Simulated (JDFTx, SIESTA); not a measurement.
This is a calculation of Ti (Titanium) for SIESTA 5.4.2. 

File Ti.fdf:

```
SystemName                      Titanium
SystemLabel                     Ti
NumberOfSpecies                 1
NumberOfAtoms                   2
%block ChemicalSpeciesLabel
  1  22 Ti
%endblock ChemicalSpeciesLabel

UseStructFile                   true

%block kgrid.MonkhorstPack
   10   0   0  0.0
    0  10   0  0.0
    0   0   6  0.0
%endblock kgrid.MonkhorstPack
XC.Functional                   GGA
XC.Authors                      PBE
PAO.BasisSize                   DZP
PAO.EnergyShift                 0.003 Ry
Mesh.Cutoff                     800 Ry
OccupationFunction              FD
ElectronicTemperature           0.05 eV
MaxSCFIterations                120
SCF.MustConverge                false
SCF.Mixer.Method                Pulay
SCF.Mixer.Weight                0.25
SCF.Mixer.History               8
SCF.DM.Tolerance                5.0e-05
SCF.H.Tolerance                 1.0e-03 eV
WriteForces                     true
Charge.Mulliken                 end
%block PAO.Basis
  Ti 5
  n=3 0 2
    3.144 0.000
  n=4 0 2
    8.756 0.000
  n=3 1 2
    3.568 0.000
  n=4 1 1
    8.756
  n=3 2 2
    6.267 0.000
%endblock PAO.Basis
```

Ti.STRUCT_IN

```
   2.9500000000     0.0000000000     0.0000000000
  -1.4750000000     2.5547749412     0.0000000000
   0.0000000000     0.0000000000     4.6800000000
2
1  22    0.6666666667     0.3333333333     0.7500000000
1  22    0.3333333333     0.6666666667     0.2500000000
```

Potentials or basis: PseudoDojo 0.4 standard (PBE files), converted to PSML, two zetas on semicore shells, DZP (energy shift 0.003 Ry; two zetas on semicore shells).

The run is started by

```sh
$ siesta < Ti.fdf > Ti.out 2>&1
```

Problem. Set up the same calculation for JDFTx 1.7.0 (patched build). Potentials or basis there: PseudoDojo-SR-PBE-0.5-standard, cutoff 1143 eV.

Solution. As run (cutoffs and basis follow the program's own potentials, and thresholds, step limits or extra output files can differ):

The input Ti.in:

```
lattice \
    5.5746920676    -2.7873460338     0.0000000000 \
    0.0000000000     4.8278249489     0.0000000000 \
    0.0000000000     0.0000000000     8.8439182632
coords-type Lattice
ion Ti     0.6666666667     0.3333333333     0.7500000000 1
ion Ti     0.3333333333     0.6666666667     0.2500000000 1

ion-species pseudo/Ti.upf
elec-cutoff 42
elec-ex-corr gga-PBE
kpoint-folding 10 10 6
elec-smearing Fermi 0.0018374661
elec-n-bands 18
electronic-SCF nIterations 100 energyDiffThreshold 1e-09
electronic-minimize nIterations 30 energyDiffThreshold 1e-7
converge-empty-states yes
forces-output-coords Cartesian

dump-name run.$VAR
dump End Ecomponents EigStats BandEigs Kpoints Forces Stress
```

Potentials or basis: PseudoDojo-SR-PBE-0.5-standard.

Run with:

```sh
$ jdftx -c 1 -i Ti.in -o Ti.out
```

Both were run:

|  | SIESTA | JDFTx |
| --- | --- | --- |
| Pressure | -1.3 GPa | -1.3 GPa |

Pressure is positive in compression.
